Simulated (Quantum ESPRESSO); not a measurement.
The system is KBr.

```
Br K
1.0
     4.04350    0.00000    0.00000
     0.00000    4.04350    0.00000
     0.00000    0.00000    4.04350
Br K
1 1
Direct
  0.50000 0.50000 0.50000
  0.00000 0.00000 0.00000
```

Measurements of this composition are mostly on another form, of space group No. 225.

- Program: Quantum ESPRESSO 7.5
- Task: single point
- Functional: PBE
- Potentials or basis: SSSP 1.3 efficiency PBE
- Cutoff: 816 eV
- Density cutoff: 6531 eV
- k mesh: 7 × 7 × 7
- Occupations: fermi-dirac, width 0.05 eV
- Spin: no spin polarisation

On this cell: pressure -0.1 GPa; largest force zero by symmetry; band gap on the k mesh 3.89 eV, indirect (least direct gap 4.12 eV).

The same run follows on a disturbed copy (atoms moved at random, drawn with an rms of 0.05 Å):

```
Br K
1.0
     4.04350    0.00000    0.00000
     0.00000    4.04350    0.00000
     0.00000    0.00000    4.04350
Br K
1 1
Direct
  0.50038 0.49474 0.50228
  0.99884 0.99978 0.97651
```

Q: What does the disturbed cell give?

A: The energy moves by +1.5 meV/atom; pressure 0.0 GPa; largest force 0.058 eV/Å; band gap on the k mesh 3.89 eV, indirect (least direct gap 4.13 eV).

Forces on the atoms (eV/Å):
```
Br  -0.004  0.012 -0.057
K    0.004 -0.012  0.057
```

Caveats: an odd mesh through Γ misses points on the zone boundary, where band edges often lie.
